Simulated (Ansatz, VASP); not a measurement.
# V: VASP beside Ansatz

Contents of INCAR:

```
SYSTEM = V
PREC = Accurate
ENCUT = 600
EDIFF = 1E-6
ISMEAR = -1
SIGMA = 0.05
LREAL = .FALSE.
LASPH = .TRUE.
NELM = 150
ALGO = Normal
ISIF = 3
LWAVE = .FALSE.
LCHARG = .FALSE.
ISPIN = 2
MAGMOM = 2
LORBIT = 11
LMAXMIX = 4
GGA = CA
IBRION = 2
NSW = 60
EDIFFG = -0.01
```

Contents of KPOINTS:

```
regular mesh
0
G
  12 12 12
  0 0 0
```

POSCAR

```
V
1.0
   -1.5143500000      1.5143500000      1.5143500000
    1.5143500000     -1.5143500000      1.5143500000
    1.5143500000      1.5143500000     -1.5143500000
V
1
Direct
    0.0000000000      0.0000000000      0.0000000000
```

input.yaml

```yaml
crystal:
  lattice:
    - [-1.51435, 1.51435, 1.51435]
    - [1.51435, -1.51435, 1.51435]
    - [1.51435, 1.51435, -1.51435]
  atoms:
    - { symbol: V, position: [0.0, 0.0, 0.0], spin: 2.0 }
hamiltonian:
  xc: lda
  pseudopotentials: { kind: paw }
magnetization:
  spin_polarized: true
kpoints:
  mp_grid: { grid: [12, 12, 12] }
scf:
  occupations: { method: fermi_dirac, width: 0.05 }
output:
  forces: true
  stress: true
  eigenvalues: true
  write_density: true
  write_potential: true
  elf: true
  volumetric_format: npy
relax:
  f_tol: 0.01
  max_steps: 40
  cell: { stress_tol: 0.05 }
```

Alike in both runs: task relaxation of cell and atoms; functional LDA; k mesh 12 × 12 × 12; occupations fermi-dirac, width 0.05 eV; collinear spin.

|  | VASP | Ansatz |
| --- | --- | --- |
| version | VASP 6.6.1 | Ansatz 0.2.0 |
| potentials or method | VASP PAW LDA potentials, release 64 (V_sv) | Ansatz PAW |
| plane-wave cutoff (eV) | 600 | 420 |
| valence electrons in the cell | 13 | 13 |

|  | VASP | Ansatz | Ansatz less VASP |
| --- | --- | --- | --- |
| gap on the k mesh at the Fermi level, each at its own relaxed structure (eV) | none | none | - |
| net moment per atom (μB) | 0.00 | 0.00 | 0.000 |
| relaxed volume (Å³/atom) | 12.52 | 12.49 | -0.031 |
| relaxed cell length with the largest relative difference (Å) | 2.534 | 2.532 | -0.0021 |
| energy change over the relaxation (meV/atom) | -81 | -84 | -3.1 |

A gap of «none» marks a metal or a gap that the smearing closes.

Caveats: the plane-wave basis is chosen anew once the cell has moved, so the energies of steps on either side of that aren't comparable (Ansatz); the volume moved by -10 % from the deposited cell, more than functionals usually miss (Ansatz); the PAW data sets come from PBE, with cores solved anew for the run's functional, which leaves a small shift of forces and pressure (Ansatz); the starting moments weren't kept (Ansatz). LDA usually gives volumes a few per cent too small. Zero-point motion and thermal expansion aren't in these numbers.
